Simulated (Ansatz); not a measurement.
# Dielectric response of NaCl (001) films

Wanted: ε of rocksalt NaCl (001) by finite fields on slabs, and the band edges against the vacuum where run.

Main program and level: Ansatz 0.2.0; plane-wave DFT, PBEsol, Ansatz PAW, in the first sound run; inputs show where later runs differ.

## Step 1: The structure

The cell holds 6 atoms: 3 Na and 3 Cl. Cell: a = 3.988 Å, b = 3.988 Å, c = 23.640 Å, α = 90.0°, β = 90.0°, γ = 90.0°. It derives from NaCl (rocksalt NaCl). Vacuum lies along c.

Structure file:

```cif
data_structure
_symmetry_space_group_name_H-M 'P 1'
_symmetry_Int_Tables_number 1
_cell_length_a 3.9881
_cell_length_b 3.9881
_cell_length_c 23.6400
_cell_angle_alpha 90.000
_cell_angle_beta 90.000
_cell_angle_gamma 90.000
_cell_volume 375.99
loop_
_atom_site_label
_atom_site_type_symbol
_atom_site_fract_x
_atom_site_fract_y
_atom_site_fract_z
_atom_site_occupancy
Na1 Na 0.50000 0.50000 0.38071 1
Cl2 Cl 0.00000 0.00000 0.38071 1
Na3 Na 0.00000 0.00000 0.50000 1
Cl4 Cl 0.50000 0.50000 0.50000 1
Na5 Na 0.50000 0.50000 0.61929 1
Cl6 Cl 0.00000 0.00000 0.61929 1
```

## Step 2: Relaxation, 6 atoms, units 3

The structure is relaxed first, because levels and dipoles at a surface follow the positions of the outer atoms.

The input, input.yaml:

```yaml
crystal:
  lattice:
    - [3.98808225, 0.0, 0.0]
    - [0.0, 3.98808225, 0.0]
    - [0.0, 0.0, 23.64]
  atoms:
    - { symbol: Na, position: [0.5, 0.5, 0.3807106599] }
    - { symbol: Cl, position: [0.0, 0.0, 0.3807106599] }
    - { symbol: Na, position: [0.0, 0.0, 0.5] }
    - { symbol: Cl, position: [0.5, 0.5, 0.5] }
    - { symbol: Na, position: [0.5, 0.5, 0.6192893401] }
    - { symbol: Cl, position: [0.0, 0.0, 0.6192893401] }
kpoints:
  mp_grid: { grid: [8, 8, 1] }
hamiltonian:
  xc: pbesol
scf:
  occupations: { method: fixed }
  convergence: { dr2_threshold: 1.0e-09 }
efield:
  axis: 3
  dipole_correction: true
  ramp_position: 0.97
  ramp_width: 0.06
relax:
  f_tol: 0.003
  max_steps: 100
output:
  write_potential: true
  write_density: true
  volumetric_format: npy
```

Launch:

```bash
> ansatz run input.yaml --threads 4 --pin off --max-ram 12288MiB --backend cpu --events-out ev --progress --plain --runs-dir out
```

Numbers of over 12 decimals in the logs are rounded to 6 here.

The program printed:

```text
Engine: ansatz 0.2.0, aarch64-unknown-linux-gnu
Pseudopotentials: kind: paw
Pseudopotential: Na, paw, valence charge 9, recommended cutoff 420 eV (normal), Na.paw.azcp
Pseudopotential: Cl, paw, valence charge 7, recommended cutoff 420 eV (normal), Cl.paw.azcp
Functional definition: PBEsol
  exchange = pbesol_x
  correlation = pbesol_c
Crystal: 6 atoms, lattice volume = 375.989 Å³
Basis set: ecut = 420 eV, 7399 PW (Γ), exchange–correlation on 54×54×320 points (8 copies of the dense FFT grid, shifted against one another)
Bands: 30, of which v1, the nominal top of the filled ones, is band 24 counted from 1 (23 counted from 0)
Symmetry: 8 space group operations
k-points: 15 of 64
Non-local potential: Na, projectors of the file, l = 0: 3, l = 1: 2, l = 2: 1
Non-local potential: Cl, projectors of the file, l = 0: 2, l = 1: 2, l = 2: 2
PAW form: soft (Blöchl's): semilocal exchange-correlation on the pseudo side does not see the compensation charge
PAW frozen core: Na, regenerated for the run's functional, and the local potential with it (the file was generated under x = pbe(κ = 0.804, μ = 0.219515), c = pbe(β = 0.066725))
PAW frozen core: Cl, regenerated for the run's functional, and the local potential with it (the file was generated under x = pbe(κ = 0.804, μ = 0.219515), c = pbe(β = 0.066725))
PAW one-centre angular grid: Na, 110 points (default); XC on 64 Gauss nodes
PAW one-centre angular grid: Cl, 110 points (default); XC on 64 Gauss nodes
Initial density: superposition of atomic densities (neutral atoms: chi_scale 0, normalization atom), corrected by the library's trained network
Initial wavefunctions: pseudopotential atomic-orbital guess
Functional: x = pbesol(κ = 0.804, μ = 0.123457), c = pbesol(β = 0.046)
SCF iter   1: F=—  HF=-7620.503669 eV  |F-HF|=—  |Δ(HF+E_count)|=         —  Δρ=2.08e-3  dr2=2.25e-2  ethr=1.77e-3  p=0.000 e·Å  D=2.35e-16 V/Å  ΔV_dip=-0.00 eV  dr2_dipole=3.54e-10  V_vac-E_F(+/−)=6.53/6.53 eV  ⟨swp⟩=5.5  Hψ=1833  notcnv=0  defer=53
efield: sawtooth ramp at fractional position 0.9700 (set: `efield.ramp_position`, or a place that a band, a saddle search or an elastic batch's reference lends), width 0.0600; the density the first Hamiltonian is built on has a dipole p = 0.000 e·Å; the dipole correction subtracts the counter field D = 2.35e-16 V/Å, which shifts the + side's vacuum level by -0.00 eV against the − side's; the planar-averaged density in the ramp window peaks in size at 9.5e-6 e/Å³
preconditioner: auto → Resta (q_TF=auto, 1.936 Å⁻¹)  ε∞=1.7  [insulator: Δε(μ)=4.831 eV  Ē_g=11.014 eV  n_scr=50 (ndim 8)  ℏωp=9.4 eV  f_vac=0.620  ε∞_Penn≈1.7  vacuum switching on, ρ_ref=8.8e-3 e/Å³]
SCF iter   2: F=—  HF=-7620.496412 eV  |F-HF|=—  |Δ(HF+E_count)|=   7.26e-3  Δρ=5.97e-4  dr2=1.52e-3  ethr=4.68e-5  p=-0.000 e·Å  D=-5.55e-6 V/Å  ΔV_dip=0.00 eV  dr2_dipole=1.14e-10  V_vac-E_F(+/−)=6.49/6.49 eV  ⟨swp⟩=2.2  Hψ=767  notcnv=0  defer=60
density mixer auto → msr1: gapped (density of states about μ 0.00 of a free-electron gas's, 50 screened modes)
SCF iter   3: F=—  HF=-7620.496577 eV  |F-HF|=—  |Δ(HF+E_count)|=   1.64e-4  Δρ=2.09e-4  dr2=1.72e-4  ethr=3.16e-6  p=-0.000 e·Å  D=-9.88e-7 V/Å  ΔV_dip=0.00 eV  dr2_dipole=3.56e-12  V_vac-E_F(+/−)=6.44/6.44 eV  ⟨swp⟩=3.6  Hψ=797  notcnv=0  defer=60
SCF iter   4: F=—  HF=-7620.496698 eV  |F-HF|=—  |Δ(HF+E_count)|=   1.22e-4  Δρ=4.76e-5  dr2=6.88e-6  ethr=3.59e-7  p=-0.000 e·Å  D=-2.63e-7 V/Å  ΔV_dip=0.00 eV  dr2_dipole=5.03e-13  V_vac-E_F(+/−)=6.41/6.41 eV  ⟨swp⟩=2.9  Hψ=617  notcnv=0  defer=60
SCF iter   5: F=—  HF=-7620.496701 eV  |F-HF|=—  |Δ(HF+E_count)|=   2.82e-6  Δρ=1.10e-5  dr2=3.45e-7  ethr=1.43e-8  p=-0.000 e·Å  D=-2.96e-8 V/Å  ΔV_dip=0.00 eV  dr2_dipole=1.10e-14  V_vac-E_F(+/−)=6.41/6.41 eV  ⟨swp⟩=2.0  Hψ=817  notcnv=0  defer=60
SCF iter   6: F=—  HF=-7620.496807 eV  |F-HF|=—  |Δ(HF+E_count)|=   1.06e-4  Δρ=2.97e-6  dr2=2.94e-8  ethr=7.18e-10  p=-0.000 e·Å  D=-2.22e-8 V/Å  ΔV_dip=0.00 eV  dr2_dipole=2.65e-14  V_vac-E_F(+/−)=6.41/6.41 eV  ⟨swp⟩=3.0  Hψ=818  notcnv=0  defer=55
SCF iter   7: F=—  HF=-7620.496807 eV  |F-HF|=—  |Δ(HF+E_count)|=   2.25e-8  Δρ=6.63e-7  dr2=2.04e-9  ethr=6.13e-11  p=0.000 e·Å  D=3.28e-8 V/Å  ΔV_dip=-0.00 eV  dr2_dipole=1.65e-14  V_vac-E_F(+/−)=6.41/6.41 eV  ⟨swp⟩=2.0  Hψ=762  notcnv=0  defer=55
SCF iter   8: F=-7620.496807 eV  HF=-7620.496807 eV  |F-HF|=1.76e-9  |Δ(HF+E_count)|=   1.02e-8  Δρ=1.25e-7  dr2=4.39e-11  ethr=2.08e-12  p=-0.000 e·Å  D=-2.53e-8 V/Å  ΔV_dip=0.00 eV  dr2_dipole=3.89e-15  V_vac-E_F(+/−)=6.41/6.41 eV  ⟨swp⟩=7.3  Hψ=2260  notcnv=0
SCF 1 converged in 8 iterations: F = -7620.496807 eV  dr2 = 4.39e-11
  greatest PAW one-centre occupation: 0.999 electrons in one spin orbital (limit 2), on the Na atom at site 4 (counted from 0), in its partial waves of l = 0
relax step   1: F+E_penalty+E_count = -7620.49680692 eV  Δ(F+E_penalty+E_count) = +0.000e0 eV  max|allowed force component| = 1.771e-1 eV/Å  Δτ_max = 0.0000 Å  (8 SCF iters, accepted)
Initial density: handed on by an earlier stage of this run
Initial wavefunctions: those handed on with the density
iter 1 solved again at ethr=3.00e-5 eV; its pass at ethr=3.10e-3 eV (dr2=1.44e-2 eV) is discarded
SCF iter   1: F=—  HF=-7620.513716 eV  |F-HF|=—  |Δ(HF+E_count)|=         —  Δρ=5.35e-4  dr2=1.40e-2  ethr=3.00e-5  p=-0.000 e·Å  D=-2.53e-8 V/Å  ΔV_dip=0.00 eV  dr2_dipole=1.31e-14  V_vac-E_F(+/−)=6.44/6.44 eV  ⟨swp⟩=2.4  Hψ=1710  notcnv=0  defer=57
efield: sawtooth ramp at fractional position 0.9700 (set: `efield.ramp_position`, or a place that a band, a saddle search or an elastic batch's reference lends), width 0.0600; the density the first Hamiltonian is built on has a dipole p = -0.000 e·Å; the dipole correction subtracts the counter field D = -2.53e-8 V/Å, which shifts the + side's vacuum level by +0.00 eV against the − side's; the planar-averaged density in the ramp window peaks in size at 3.7e-6 e/Å³
preconditioner: auto → Resta (q_TF=auto, 1.936 Å⁻¹)  ε∞=1.7  [insulator: Δε(μ)=4.995 eV  Ē_g=11.221 eV  n_scr=50 (ndim 8)  ℏωp=9.4 eV  f_vac=0.623  ε∞_Penn≈1.7  vacuum switching on, ρ_ref=9.1e-3 e/Å³]
SCF iter   2: F=—  HF=-7620.511198 eV  |F-HF|=—  |Δ(HF+E_count)|=   2.52e-3  Δρ=3.99e-4  dr2=1.66e-3  ethr=2.93e-5  p=0.000 e·Å  D=8.97e-9 V/Å  ΔV_dip=-0.00 eV  dr2_dipole=3.13e-16  V_vac-E_F(+/−)=6.62/6.62 eV  ⟨swp⟩=3.3  Hψ=629  notcnv=0  defer=60  κ⁻¹=1.0e0(r=1)
density mixer auto → broyden: gapped, where msr1 would fit the directions that read negative (density of states about μ 0.00 of a free-electron gas's, 50 screened modes)
[...]
preconditioner: auto → Resta (q_TF=auto, 1.936 Å⁻¹)  ε∞=1.7  [insulator: Δε(μ)=5.005 eV  Ē_g=11.274 eV  n_scr=50 (ndim 8)  ℏωp=9.4 eV  f_vac=0.622  ε∞_Penn≈1.7  vacuum switching on, ρ_ref=9.2e-3 e/Å³]
SCF iter   2: F=—  HF=-7620.512327 eV  |F-HF|=—  |Δ(HF+E_count)|=   4.83e-4  Δρ=1.37e-4  dr2=7.26e-5  ethr=3.51e-6  p=-0.000 e·Å  D=-1.65e-8 V/Å  ΔV_dip=0.00 eV  dr2_dipole=6.00e-15  V_vac-E_F(+/−)=6.70/6.70 eV  ⟨swp⟩=2.6  Hψ=724  notcnv=0  defer=60  κ⁻¹=1.0e0(r=1)
density mixer auto → broyden: gapped, where msr1 would fit the directions that read negative (density of states about μ 0.00 of a free-electron gas's, 50 screened modes)
SCF iter   3: F=—  HF=-7620.512309 eV  |F-HF|=—  |Δ(HF+E_count)|=   1.78e-5  Δρ=5.09e-5  dr2=1.10e-5  ethr=1.51e-7  p=0.000 e·Å  D=8.69e-9 V/Å  ΔV_dip=-0.00 eV  dr2_dipole=1.34e-14  V_vac-E_F(+/−)=6.70/6.70 eV  ⟨swp⟩=2.0  Hψ=486  notcnv=0  defer=56  κ⁻¹=1.7e-2(r=2)
SCF iter   4: F=—  HF=-7620.512315 eV  |F-HF|=—  |Δ(HF+E_count)|=   5.91e-6  Δρ=9.68e-6  dr2=1.77e-7  ethr=2.29e-8  p=-0.000 e·Å  D=-4.35e-8 V/Å  ΔV_dip=0.00 eV  dr2_dipole=2.74e-14  V_vac-E_F(+/−)=6.69/6.69 eV  ⟨swp⟩=2.0  Hψ=594  notcnv=0  defer=49  κ⁻¹=1.3e-4(r=3)
SCF iter   5: F=—  HF=-7620.512414 eV  |F-HF|=—  |Δ(HF+E_count)|=   9.97e-5  Δρ=2.72e-6  dr2=1.99e-8  ethr=3.69e-10  p=0.000 e·Å  D=3.45e-8 V/Å  ΔV_dip=-0.00 eV  dr2_dipole=1.75e-14  V_vac-E_F(+/−)=6.69/6.69 eV  ⟨swp⟩=2.0  Hψ=563  notcnv=0  defer=38  κ⁻¹=2.0e-5(r=4)
SCF iter   6: F=-7620.512414 eV  HF=-7620.512414 eV  |F-HF|=4.42e-9  |Δ(HF+E_count)|=   9.07e-9  Δρ=3.62e-7  dr2=3.18e-10  ethr=2.08e-12  p=-0.000 e·Å  D=-1.25e-8 V/Å  ΔV_dip=0.00 eV  dr2_dipole=5.54e-15  V_vac-E_F(+/−)=6.69/6.69 eV  ⟨swp⟩=5.1  Hψ=2495  notcnv=0
SCF 3 converged in 6 iterations: F = -7620.512414 eV  dr2 = 3.18e-10
relax step   3: F+E_penalty+E_count = -7620.51241446 eV  Δ(F+E_penalty+E_count) = -9.558e-4 eV  max|allowed force component| = 5.843e-3 eV/Å  Δτ_max = 0.0203 Å  (6 SCF iters, accepted)
SCF iter   1: F=—  HF=-7620.512359 eV  |F-HF|=—  |Δ(HF+E_count)|=         —  Δρ=6.86e-5  dr2=7.12e-5  ethr=2.33e-6  p=-0.000 e·Å  D=-1.25e-8 V/Å  ΔV_dip=0.00 eV  dr2_dipole=2.91e-15  V_vac-E_F(+/−)=6.69/6.69 eV  ⟨swp⟩=3.1  Hψ=872  notcnv=0  defer=60
efield: sawtooth ramp at fractional position 0.9700 (set: `efield.ramp_position`, or a place that a band, a saddle search or an elastic batch's reference lends), width 0.0600; the density the first Hamiltonian is built on has a dipole p = -0.000 e·Å; the dipole correction subtracts the counter field D = -1.25e-8 V/Å, which shifts the + side's vacuum level by +0.00 eV against the − side's; the planar-averaged density in the ramp window peaks in size at 4.6e-6 e/Å³
preconditioner: auto → Resta (q_TF=auto, 1.936 Å⁻¹)  ε∞=1.7  [insulator: Δε(μ)=4.999 eV  Ē_g=11.248 eV  n_scr=50 (ndim 8)  ℏωp=9.4 eV  f_vac=0.623  ε∞_Penn≈1.7  vacuum switching on, ρ_ref=9.2e-3 e/Å³]
SCF iter   2: F=—  HF=-7620.512346 eV  |F-HF|=—  |Δ(HF+E_count)|=   1.31e-5  Δρ=3.16e-5  dr2=3.29e-6  ethr=1.48e-7  p=0.000 e·Å  D=4.49e-9 V/Å  ΔV_dip=-0.00 eV  dr2_dipole=1.96e-15  V_vac-E_F(+/−)=6.69/6.69 eV  ⟨swp⟩=2.0  Hψ=683  notcnv=0  defer=60  κ⁻¹=1.0e0(r=1)
density mixer auto → broyden: gapped, where msr1 would fit the directions that read negative (density of states about μ 0.00 of a free-electron gas's, 50 screened modes)
SCF iter   3: F=—  HF=-7620.512449 eV  |F-HF|=—  |Δ(HF+E_count)|=   1.02e-4  Δρ=1.29e-5  dr2=5.93e-7  ethr=6.86e-9  p=-0.000 e·Å  D=-1.03e-8 V/Å  ΔV_dip=0.00 eV  dr2_dipole=9.84e-16  V_vac-E_F(+/−)=6.69/6.69 eV  ⟨swp⟩=1.9  Hψ=469  notcnv=0  defer=31  κ⁻¹=1.6e-2(r=2)
SCF iter   4: F=—  HF=-7620.512449 eV  |F-HF|=—  |Δ(HF+E_count)|=   1.17e-7  Δρ=2.04e-6  dr2=1.29e-8  ethr=1.24e-9  p=-0.000 e·Å  D=-2.75e-8 V/Å  ΔV_dip=0.00 eV  dr2_dipole=6.24e-15  V_vac-E_F(+/−)=6.69/6.69 eV  ⟨swp⟩=2.0  Hψ=586  notcnv=0  defer=46  κ⁻¹=2.2e-4(r=3)
SCF iter   5: F=—  HF=-7620.512449 eV  |F-HF|=—  |Δ(HF+E_count)|=   1.97e-8  Δρ=5.55e-7  dr2=1.02e-9  ethr=2.08e-12  p=0.000 e·Å  D=1.21e-8 V/Å  ΔV_dip=-0.00 eV  dr2_dipole=5.23e-19  V_vac-E_F(+/−)=6.69/6.69 eV  ⟨swp⟩=7.3  Hψ=2432  notcnv=0  κ⁻¹=2.5e-5(r=4)
SCF iter   6: F=-7620.512449 eV  HF=-7620.512449 eV  |F-HF|=7.49e-10  |Δ(HF+E_count)|=   4.62e-9  Δρ=9.93e-8  dr2=2.81e-11  ethr=2.08e-12  p=0.000 e·Å  D=1.51e-8 V/Å  ΔV_dip=-0.00 eV  dr2_dipole=3.89e-17  V_vac-E_F(+/−)=6.69/6.69 eV  ⟨swp⟩=6.1  Hψ=2072  notcnv=0
SCF 4 converged in 6 iterations: F = -7620.512449 eV  dr2 = 2.81e-11
relax step   4: F+E_penalty+E_count = -7620.51244884 eV  Δ(F+E_penalty+E_count) = -3.438e-5 eV  max|allowed force component| = 1.254e-3 eV/Å  Δτ_max = 0.0046 Å  (6 SCF iters, accepted)
NSCF: frozen V_eff on 15 k-points
the band table was solved once a step of the walk had ended and its energy, with any forces and stress, was formed, with the checks that follow a solve (2932 applications of the Hamiltonian). They found nothing against the state; the energy, forces and stress were not computed again (output.eigenvalues in the input reference)
SCF converged after 6 iterations
Stability not checked: this state was not tested for a lower state beside it, because the mixer in use, unlike msr1, does not test its closes by its own steps (another_mixer; see scf.mixing.algorithm and scf.lower_state_search)
Free energy (F): -7620.512449 eV
Harris-Foulkes:  -7620.512449 eV  (|F-HF|=7.49e-10)
Internal energy: -7620.512449 eV  (E = F + TS)
E sigma→0 (E₀):  -7620.512449 eV
Fermi energy:    -3.913169 eV
Dipole field:    D = 0.000000 V/Å  (p = 0.000000 e·Å, saw-weighted, corrected)
Work function:   Φ+ = 6.6886 eV   Φ− = 6.6886 eV
Levels:          The Fermi level and band energies are counted from a zero that moves with the ramp; work functions are not
--- Per-component energies (eV) ---
  E_band       = -939.942757
  E_kinetic    = 846.456499
  E_local      = -27278.190608  (includes V_loc(G=0)·N_el)
  E_nonlocal   = 434.245657
  E_hartree    = 12840.562587
  E_xc         = -434.203379
  E_vxc        = -514.454331  (∫ρ·V_xc dr)
  E_paw        = -2685.965239  (= ΣΔE_a)
  E_vpaw       = -109.125435  (= ΣTr[D̂ρ^β])
  E_aug_tail   = 0.000228  (compensation charges beyond the density's cutoff)
  E_efield     = 0.000000  (sawtooth field / dipole correction)
  E_vefield    = -0.000000  (∫n·V_field dr)
  E_ewald      = 8656.182429
  E_core_change = 0.399378  (= ΣΔE_core)
  E_smearing   = -0.000000  (= −TS)
  E_closure    = 0.000000  (closes the sum)
  Σ components = -7620.512449   (vs F -7620.512449, Δ=0.00e0)
--- Forces (eV/Å), atoms counted from 1 ---
  atom   1  Na    -0.00000000     0.00000000     0.00125338
  atom   2  Cl    -0.00000000     0.00000000    -0.00064066
  atom   3  Na     0.00000000     0.00000000    -0.00000009
  atom   4  Cl    -0.00000000     0.00000000     0.00000019
  atom   5  Na     0.00000000     0.00000000    -0.00125356
  atom   6  Cl     0.00000000     0.00000000     0.00064071
  max |Σ_I F_I| component: 1.61e-8 eV/Å
--- Band table (eV; the first three rows and the last of 15) ---
  k-point 0: bands = [... 20 lower, -4.0501, -4.0501, -3.9132, -3.9132, 1.0833, 1.6604, 2.6076, 3.1285, ... 2 higher]
  k-point 1: bands = [... 20 lower, -4.1016, -4.0422, -3.9885, -3.9205, 1.3790, 1.8426, 2.7531, 3.2733, ... 2 higher]
  k-point 2: bands = [... 20 lower, -4.1887, -4.0367, -4.0230, -3.9431, 2.0819, 2.2877, 3.1012, 3.6114, ... 2 higher]
  k-point 14: bands = [... 20 lower, -4.6279, -4.6279, -4.2313, -4.1434, 3.4548, 3.9003, 4.0708, 4.3750, ... 2 higher]
--- Relaxed structure (4 steps of the walk, 4 accepted, 0 SCFs on fresh bases) ---
  F+E_penalty+E_count = -7620.51244884 eV   max|allowed force component| = 1.254e-3 eV/Å
  atoms:
    - { symbol: Na, position: [0.5, 0.5, 0.384176] }
    - { symbol: Cl, position: [0, 0.0, 0.380486] }
    - { symbol: Na, position: [0, 0.0, 0.500000] }
    - { symbol: Cl, position: [0.5, 0.5, 0.500000] }
    - { symbol: Na, position: [0.5, 0.5, 0.615824] }
    - { symbol: Cl, position: [0, 0.0, 0.619514] }
```

Elapsed: 15 s, on 4 threads of Arm Neoverse V1, shared host; peak memory 0.64 GiB.

Relaxation path:

```tsv
step	energy less that of the first step (eV)	largest force component (eV/Å)
1	0.0000	0.1771
2	-0.0147	0.0428
3	-0.0156	0.0058
4	-0.0156	0.0013
```

Forces are held to the 8 operations that the run works with; a distortion that breaks them can't arise in this run.

The atoms that moved most (Å):

```tsv
atom	dx	dy	dz	length
Na1	0.000	0.000	0.082	0.082
Na5	0.000	0.000	-0.082	0.082
Cl2	0.000	0.000	-0.005	0.005
Cl6	0.000	0.000	0.005	0.005
```

Final coordinates:

```xyz
6
Lattice="3.9881 0.0000 0.0000 0.0000 3.9881 0.0000 0.0000 0.0000 23.6400" Properties=species:S:1:pos:R:3
Na    1.9940    1.9940    9.0819
Cl    0.0000    0.0000    8.9947
Na    0.0000    0.0000   11.8200
Cl    1.9940    1.9940   11.8200
Na    1.9940    1.9940   14.5581
Cl    0.0000    0.0000   14.6453
```

Numbers from this step:

```
gap on the k-mesh             : 4.996 eV
dipole along the normal       : 4.41e-8 e·Å
ionisation energy, upper face : 6.689 eV
electron affinity, upper face : 1.692 eV
```

Running mean over 2.82 Å of the planar mean; the ramp of the sawtooth is left out. Table of electron's electrostatic potential energy less the highest filled level by z:

```tsv
z (Å)	electron's electrostatic potential energy less the highest filled level (eV)
3	6.69
4	6.69
5	6.69
6	6.66
7	6.06
8	2.20
9	1.05
10	0.946
11	0.949
12	0.991
13	0.876
14	1.00
15	1.15
16	3.74
17	6.49
18	6.68
19	6.69
20	6.69
```

The relaxation took 4 steps and lowered the energy by 0.016 eV; the largest force on the free atoms ends at 0.0013 eV/Å.

The gap is 5.00 eV, with the valence edge 6.69 eV and the conduction edge 1.69 eV under the upper vacuum level.

[end of part 1 of 5]

[Logs are printed without paths, hosts, clocks, repeated set-up lines and the standing remarks that a program may print on its own settings, such as how far it seeks lower states.]

[Hosts, paths, dates, database ids (printed as entryN), source tags and the programs' standing remarks are cut or masked in the printed files.]

[Maps of the electrostatic potential energy from Ansatz leave out the sawtooth potential of an applied field or a dipole correction, so their vacuum need not be flat; planar profiles and work functions include it.]
